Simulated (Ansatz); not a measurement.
Charge transition levels of the As interstitial in AlAs, term by term

The calculation used DFT PBE, scalar-relativistic, plane waves, PAW (Ansatz). Run with 420 eV cutoff, 2×2×2 k-mesh, shifted by half a step, Gaussian smearing of 0.01 eV, collinear spin in charge 0, +2 alone.

Host crystal, relaxed:

```xyz
2
Lattice="0.0000 2.8640 2.8640 2.8640 0.0000 2.8640 2.8640 2.8640 0.0000" Properties=species:S:1:pos:R:3 pbc="T T T"
Al    0.0000    0.0000    0.0000
As    4.2959    4.2959    4.2959
```

The As interstitial was set at (0.250, 0.250, 0.250) of the host cell, in a supercell of 32 sites (752 Å³), relaxed at fixed cell in each charge q. The host's Kohn–Sham gap is 1.50 eV and its static dielectric constant 11.6 (mean). For each charge: the supercell's free energy over the neutral one with q electrons exchanged at the valence band top, F(q) − F(0) + qE_v; the image-charge term; and the term that aligns the potential far from the defect with the host's.

| q | F(q) − F(0) + qE_v (eV) | image charge (eV) | alignment (eV) |
| --- | --- | --- | --- |
| +3 | -4.086 | 1.780 | 0.840 |
| +2 | -2.728 | 0.791 | 0.621 |
| +1 | -1.306 | 0.198 | 0.337 |
| 0 | 0.000 | 0.000 | 0.000 |

Task: Add the terms and find the levels between neighbouring charges, ε(q/q′) = [A(q′) − A(q)]/(q − q′), with and without the two corrections.

Result: A(q): -1.466 eV for +3, -1.316 eV for +2, -0.770 eV for +1, 0.000 eV for 0.
```json
{"level": "(+3/+2)", "corrected (eV over E_v)": "0.15", "uncorrected (eV)": "1.36"}
{"level": "(+2/+1)", "corrected (eV over E_v)": "0.55", "uncorrected (eV)": "1.42"}
{"level": "(+1/0)", "corrected (eV over E_v)": "0.77", "uncorrected (eV)": "1.31"}
```

As a check, a point charge in a simple cubic cell of this volume has q²αe²/(2εL) = 0.194 q² eV (e² = 14.40 eV Å, α = 2.837, L = 9.09 Å); the shape of the real cell can change it somewhat. The term grows as q², so it pushes donor levels down and acceptor levels up. The program doubts the alignment for q = +3, so levels beside it are uncertain by about that term.

Task: Which of these charges is lowest with the Fermi level at the valence band top, at mid-gap and at the conduction band bottom?

Result: The line A(q) + qE_F that lies lowest gives the charge: +3 at E_F = 0.00 eV, +1 at E_F = 0.75 eV, 0 at E_F = 1.50 eV. In charge +2, +1 the cell has partly filled levels, from a carrier spread over the host's bands, a defect level that the small cell broadens into a band, or a degenerate defect level that the symmetric start can't split, so the levels beside it are doubtful. Charges beyond those computed could lie lower near the band edges.

Task: The neutral defect forms at 4.20 eV with atoms taken from and returned to the elements. What are the formation energies at those three Fermi levels, and what share of sites would hold the defect at 1200 K with E_F at mid-gap, if the host still stood at that temperature?

Result: E_f = E_f(0) + A(q) + qE_F = 2.73, 4.18, 4.20 eV. In the dilute limit the share is exp(−E_f/k_BT) = exp(−4.178/0.1034) = 2.8×10⁻¹⁸, leaving out degeneracy and vibrational entropy. This is the As-rich limit; a poorer supply of As, or a competing compound of it, raises E_f. The small cell and the narrow Kohn–Sham gap leave errors of tenths of an eV or more, which change the share by orders of magnitude.